The band gap is the energy between the highest filled and the lowest empty level of a crystal. Here it comes from a density-functional calculation of CdS with the PBEsol functional, as the difference of two Kohn–Sham levels. The atoms keep the tetrahedral zinc-blende arrangement while the whole cell is squeezed or stretched equally in all directions. Two results of this calculation are worth remembering: lengthening every bond by one percent closes the gap by about 0.06 eV, and near zero pressure one gigapascal opens it by about 0.03 eV.

Zinc-blende CdS at several fixed volumes, calculated with Ansatz 0.2.0 using the PBEsol functional, scalar-relativistic PAW and a plane-wave cutoff of 420 eV, without spin polarization. Both gaps are Kohn–Sham gaps taken on an 8×8×8 k mesh, with Gaussian smearing of 0.02 eV.

| volume (Å³/atom) | shortest distance (Å) | band gap (eV) | least direct gap (eV) |
| --- | --- | --- | --- |
| 21.893 | 2.423 | 1.241 | 1.241 |
| 22.623 | 2.449 | 1.182 | 1.182 |
| 24.683 | 2.522 | 1.013 | 1.013 |
| 24.695 | 2.522 | 1.012 | 1.012 |
| 25.933 | 2.563 | 0.912 | 0.912 |
| 26.890 | 2.595 | 0.836 | 0.836 |

**From the most compressed cell to the next.** The first step already has the sign that all later ones keep: as the volume grows, the gap shrinks. This may look backwards, because squeezing a solid broadens its bands, and broader bands suggest a smaller gap. What matters, however, is how the two levels at the edges of the gap respond. The band gap equals the least direct gap in every row, and both edges stay at the centre of the Brillouin zone, so the whole table follows the same pair of levels.

Standard bonding theory says what these levels are. The lowest empty level is an antibonding mixture of the 5s orbital of cadmium and the 3s orbital of sulfur. Its energy is raised by the coupling between the two orbitals, and that coupling weakens as the atoms move apart. The highest filled level is mainly sulfur 3p and, by symmetry, does not mix with s orbitals at the zone centre. Stretching therefore takes away a push that only the upper level feels, and the upper level sinks towards the lower one.

The calculated levels agree with this picture as far as their relative motion goes. Measured from the mean electrostatic potential in the crystal, the filled edge falls by 1.8 eV over the whole table and the empty edge by 2.2 eV. On the program's own energy zero the falls are 3.0 and 3.4 eV. The individual shifts thus depend on the choice of zero, but their difference of 0.4 eV does not. The numbers show that the empty edge sinks faster; that the weakening s–s coupling is the main reason is an argument from theory. The filled edge has couplings of its own: the empty 5p orbitals of cadmium push it down and the filled 4d orbitals push it up, so the two partly cancel.

The first two cells are held at pressures of 9.8 and 6.6 GPa. Real CdS changes to the rocksalt structure before either pressure is reached. The two rows therefore show how the zinc-blende form would respond if it were held in place, and they should not be read as the gap of real CdS at those pressures.

**On to the relaxed crystal.** The next step is almost three times as long in volume, and the gap falls almost three times as far, from 1.182 to 1.013 eV. Per cubic ångström the loss is nearly the same as before. This suggests the simplest possible model, a straight line,

$$E_g(V) \approx E_g(V_0) + b\,(V-V_0),$$

where $E_g$ is the band gap, $V$ the volume per atom and $V_0$ its value in the relaxed crystal. A least-squares line through all six rows gives $b=-0.081$ eV per Å³/atom and reproduces the gaps to about a thousandth of an electronvolt.

The line is straighter than the simple bonding picture would have it. If the gap followed a coupling that fades as the inverse square of the bond length, its slope would vary as $V^{-5/3}$ and be about a third steeper in the first step than in the last. In the table these two slopes differ by only about two percent. Either this rough law is too steep for the gap, or something else holds back the opening in the compressed cells.

A likely candidate is the filled 4d shell of cadmium. In the relaxed crystal at 24.695 Å³/atom, the d levels at the zone centre split into a twofold group 7.2 eV below the filled edge and a threefold group 0.5 eV lower still. Only the threefold group can mix with sulfur 3p there, and mixing pushes it down and the filled edge up. A purely electrostatic splitting by the surrounding sulfur ions would put the two groups in the opposite order, so the mixing evidently outweighs that splitting. It should grow quickly as the bonds shorten, raising the filled edge and taking back part of the gap's gain. That this is what makes the line so straight remains a guess, since the d levels were examined at one volume only.

**The two middle rows.** The rows at 24.683 and 24.695 Å³/atom are practically the same crystal, both close to zero pressure. Their gaps differ by 0.001 eV, as the straight line requires for so small a change of volume. They count as one point of the trend.

The relaxed crystal is also the place to judge the absolute gap. The calculated value of 1.01 eV is less than half the measured one. Spin–orbit coupling was left out, but in CdS it would change the gap by only a few hundredths of an electronvolt. Most of the shortfall is the familiar underestimate of gaps by functionals of this kind. PBEsol also places the cadmium d levels too close to the filled edge, which exaggerates their upward push. The change of the gap with volume is usually less in error than the gap itself, but it is not free of this fault: too strong a push from the d levels would also make the gap open too slowly under compression.

In practice one often knows the pressure and not the volume. The link between them is the bulk modulus $B=-V\,\mathrm{d}P/\mathrm{d}V$, the resistance of the crystal to compression, where $P$ is the pressure. The chain rule then gives

$$\frac{\mathrm{d}E_g}{\mathrm{d}P}=-\frac{b\,V}{B}.$$

A Murnaghan equation of state, fitted to the calculated pressures of all six rows, yields $B=61$ GPa at zero pressure. The gap of the relaxed crystal therefore rises by $0.081\times 24.7/61\approx 0.033$ eV per gigapascal.

This rate can be tried on the compression from the relaxed cell to the one at 22.623 Å³/atom, which takes 6.6 GPa. Held constant, it predicts a rise of $0.033\times 6.6\approx 0.22$ eV, while the table has 0.17 eV. The estimate is too high by more than a quarter, mainly because the crystal stiffens on the way.

With values halfway along the path, a bulk modulus of 76 GPa and a volume of 23.7 Å³/atom, the rate drops to $0.081\times 23.7/76\approx 0.025$ eV per gigapascal. The predicted rise is then 0.17 eV, as in the table. Both rows were part of the fits, so the agreement shows that the reasoning is consistent and is no independent test.

**Into the stretched cells.** The last two rows have negative pressures: the crystal is being pulled apart evenly from all sides. The gap keeps falling along the same line, to 0.836 eV in the largest cell. Against volume, nothing special happens here. Against pressure, the gap has become much more sensitive.

The reason lies in the lattice. Stretched bonds resist further stretching less, so each gigapascal of tension now produces a larger change of volume. From the most compressed to the most stretched cell, the bulk modulus falls by a factor of 2.5 while the volume grows by a factor of 1.2. Together they make the gap about three times as sensitive to pressure, although its response to volume has hardly changed. The bend in a plot of gap against pressure is therefore mostly a matter of mechanics.

The same reasoning carries over to other tetrahedral semiconductors whose gap is direct at the zone centre, with an antibonding s level above and an anion p level below. Stretching should close such a gap, and squeezing should open it until some other empty level becomes the lowest. A soft crystal will show a larger change per gigapascal than a stiff one if the same percentage change of volume shifts both gaps equally. Where a different level forms the empty edge, the sign has to be worked out afresh from the bonding character of that level.

The printed results below give the straight line, two other simple laws for the gap, and the equation of state, each fitted to all six rows.

Printed output of the fit:

```
fall of the gap from smallest to largest cell (eV): 0.405
rise of the volume from smallest to largest cell (percent): 22.82
fit of band_gap on 6 rows: constant 3.019 +/- 0.0061, coefficient of vol -0.08124 +/- 0.00025; rms 0.000862, worst 26.89 -0.00133, leave-one-out rms 0.0014
fit of band_gap on 6 rows: constant 7.319 +/- 0.076, coefficient of log(vol) -1.968 +/- 0.024; rms 0.00342, worst 26.89 0.00466, leave-one-out rms 0.00593
fit of band_gap on 6 rows: constant -1.902 +/- 0.064, coefficient of vol**(-2/3) 24.65 +/- 0.54; rms 0.00614, worst 26.89 0.00872, leave-one-out rms 0.0106
fit of press on 6 rows: constant -13.46 +/- 0.021, coefficient of 1/vr**s 14.08 +/- 0.018, s 4.533; rms 0.0113, worst 22.623 -0.0201, leave-one-out rms 0.0335
gap against volume and pressure:
     row  pressure (GPa)  bulk modulus (GPa)  dEg/dlnV (eV)  gap rise from model (meV/GPa)  step slope (meV per Å³/atom)  step slope (meV/GPa)
  21.893           9.772               105.4         -1.779                          16.88                           n/a                   n/a
  22.623           6.594                90.8         -1.838                          20.24                        -80.82                 18.57
  24.683         0.03604               61.17         -2.005                          32.78                        -82.04                 25.77
  24.695        0.004449               61.03         -2.006                          32.87                        -83.33                 31.65
  25.933          -2.681               48.89         -2.107                          43.09                        -80.78                 37.23
   26.89          -4.297               41.49         -2.185                          52.66                        -79.41                 47.05
bulk modulus at zero pressure (GPa): 61
largest over smallest gap rise per GPa (ratio): 3.119
largest over smallest bulk modulus (ratio): 2.54
fall of valence edge on the raw energy zero (eV): 3.002
fall of conduction edge on the raw energy zero (eV): 3.407
fall of valence edge from the mean potential (eV): 1.825
fall of conduction edge from the mean potential (eV): 2.23
threefold d level below twofold d level at 24.695 (eV): 0.495
twofold d level below the valence edge at 24.695 (eV): 7.247
```
